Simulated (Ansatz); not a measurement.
CdS:

```
CELL_PARAMETERS angstrom
0.00000 2.75324 2.75324
2.75324 0.00000 2.75324
2.75324 2.75324 0.00000
ATOMIC_POSITIONS crystal
Cd 0.00000 0.00000 0.00000
S 0.50000 0.50000 0.50000
```

Measurements of this composition are mostly on another form, of space group No. 186.

| Quantity | Value |
| --- | --- |
| Program | Ansatz 0.2.0 |
| Task | relaxation of cell and atoms |
| Functional | PBEsol-PBE |
| Potentials or basis | all-electron LAPW, scalar-relativistic |
| Basis error allowed | 0.001 eV/atom |
| k mesh | 8 × 8 × 8 |
| Occupations | cold, width 0.15 eV |
| Spin | collinear spin, ferromagnetic start |
| Starting moments | [0.5, 0.0] μB |

At the start: volume 20.87 Å³/atom.

Task: How do energy, volume and symmetry change on relaxing?

Result: Over 5 steps the energy falls by 25.6 meV/atom and the volume is 19.43 Å³/atom (-6.9 %); space group Fm-3m (No. 225, to 0.05 Å); moment 0.00 μB per cell.

The path:
```
step  energy change (eV)  largest force (eV/Å)  volume (Å³)
   1              0.0000                0.0000        41.74
   2             -0.0326                0.0000        37.27
   3             -0.0508                0.0000        39.06
   4             -0.0511                0.0000        38.85
   5             -0.0511                0.0000        38.85
```

Final structure:
```yaml
crystal:
  lattice:
    - [0.00000, 2.68819, 2.68819]
    - [2.68819, 0.00000, 2.68819]
    - [2.68819, 2.68819, 0.00000]
  atoms:
    - { symbol: Cd, position: [0.00000, 0.00000, 0.00000] }
    - { symbol: S, position: [0.50000, 0.50000, 0.50000] }
```

Caveat: the starting moments weren't kept.
